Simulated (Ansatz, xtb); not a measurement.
# Two isomers of C5H11N

We compare I, `C1CCNCC1`, a singlet, with II, `C/C=N/CCC`, a singlet. Both are isolated molecules in the gas phase, relaxed with PBE-D3(BJ)/def2-SVP; the shapes shown needn't be the lowest conformers.

I (Å):

```xyz
17

C    -1.2492   -0.0764    0.6729
C    -0.2522   -0.5920    1.7209
C    -0.7074   -1.9533    2.2774
C    -1.9084   -2.4771    0.2337
C    -1.5030   -1.1376   -0.4078
N    -0.9784   -2.9610    1.2531
H    -0.8915    0.8718    0.2196
H    -2.2129    0.1634    1.1777
H     0.7509   -0.7111    1.2508
H    -0.1287    0.1425    2.5459
H    -1.6455   -1.8068    2.8620
H     0.0416   -2.3596    2.9894
H    -0.0938   -3.2307    0.8024
H    -2.0323   -3.2641   -0.5399
H    -2.9055   -2.3564    0.7178
H    -0.5739   -1.2890   -1.0037
H    -2.2839   -0.7975   -1.1218
```

II (Å):

```xyz
17

C     0.0759    0.7326    3.7377
C    -0.0673    0.7280    2.2467
C    -0.2545   -0.2569    0.1247
C     0.8968   -0.9863   -0.5839
C     2.2632   -0.3505   -0.3311
N    -0.1267   -0.3499    1.5641
H     0.1235   -0.3037    4.1217
H    -0.7772    1.2631    4.2124
H     0.9929    1.2815    4.0417
H    -0.1241    1.7340    1.7492
H    -0.3070    0.8057   -0.2331
H    -1.2119   -0.7465   -0.1616
H     0.9017   -2.0432   -0.2418
H     0.6772   -1.0055   -1.6730
H     2.5075   -0.3538    0.7506
H     3.0704   -0.8953   -0.8605
H     2.2877    0.7051   -0.6759
```

Quicker runs give these differences E(II) − E(I): GFN2-xTB +75.5 kJ/mol; HF/STO-3G +148.3 kJ/mol (at GFN2-xTB geometries); r2SCAN-D4/def2-SVP +49.2 kJ/mol (at GFN2-xTB geometries).

Question: Estimate E(II) − E(I) at the level CCSD(T)/def2-SVP + ΔMP2/def2-TZVPP.

Answer: Calculated at CCSD(T)/def2-SVP + ΔMP2/def2-TZVPP: E(II) − E(I) = +38.4 kJ/mol, so structure I lies lower.

The same difference at several levels:

```json
{"level": "GFN2-xTB", "geometry": "GFN2-xTB", "E(II) − E(I) (kJ/mol)": "+75.5", "departure from the last row (kJ/mol)": "+37.1", "job, with rough time for the two": "optimisation, 0.18 s"}
{"level": "HF/STO-3G", "geometry": "GFN2-xTB", "E(II) − E(I) (kJ/mol)": "+148.3", "departure from the last row (kJ/mol)": "+109.9", "job, with rough time for the two": "single point, 0.26 s"}
{"level": "r2SCAN-D4/def2-SVP", "geometry": "GFN2-xTB", "E(II) − E(I) (kJ/mol)": "+49.2", "departure from the last row (kJ/mol)": "+10.8", "job, with rough time for the two": "single point, 3.5 s"}
{"level": "PBE-D3(BJ)/def2-SVP", "geometry": "PBE-D3(BJ)/def2-SVP", "E(II) − E(I) (kJ/mol)": "+45.1", "departure from the last row (kJ/mol)": "+6.7", "job, with rough time for the two": "optimisation, 15 s"}
{"level": "HF/def2-SVP", "geometry": "PBE-D3(BJ)/def2-SVP", "E(II) − E(I) (kJ/mol)": "+33.9", "departure from the last row (kJ/mol)": "−4.5", "job, with rough time for the two": "part of the CCSD(T) run"}
{"level": "MP2/def2-SVP", "geometry": "PBE-D3(BJ)/def2-SVP", "E(II) − E(I) (kJ/mol)": "+43.4", "departure from the last row (kJ/mol)": "+5.0", "job, with rough time for the two": "part of the CCSD(T) run"}
{"level": "CCSD(T)/def2-SVP", "geometry": "PBE-D3(BJ)/def2-SVP", "E(II) − E(I) (kJ/mol)": "+36.5", "departure from the last row (kJ/mol)": "−1.9", "job, with rough time for the two": "single point"}
{"level": "CCSD(T)/def2-SVP + ΔMP2/def2-TZVPP", "geometry": "PBE-D3(BJ)/def2-SVP", "E(II) − E(I) (kJ/mol)": "+38.4", "departure from the last row (kJ/mol)": "", "job, with rough time for the two": "single point, 57 s"}
```

As drawn, II has 1 C=N, 1 C–H in place of 1 C–C, 1 C–N, 1 N–H. Structure I has a 6-membered ring, II no ring.

The levels shown agree on the order. The largest departure from CCSD(T)/def2-SVP + ΔMP2/def2-TZVPP is that of HF/STO-3G, 109.9 kJ/mol. The last row adds to CCSD(T) the change of the MP2 difference between the two basis sets, here +1.9 kJ/mol.

With thermal terms from frequencies at re-optimised GFN2-xTB minima (ideal gas, soft modes damped towards free rotors, one conformer each, 298.15 K, 1 atm): on the last row, ΔE + ΔZPE = +22.6, ΔH = +28.9, ΔG = +13.7 kJ/mol.

The correlated steps freeze 6 core orbitals. Codes used: Ansatz 0.2.0, xtb 6.7.1; the last row on 4 threads of Arm Neoverse V2 on a shared host.
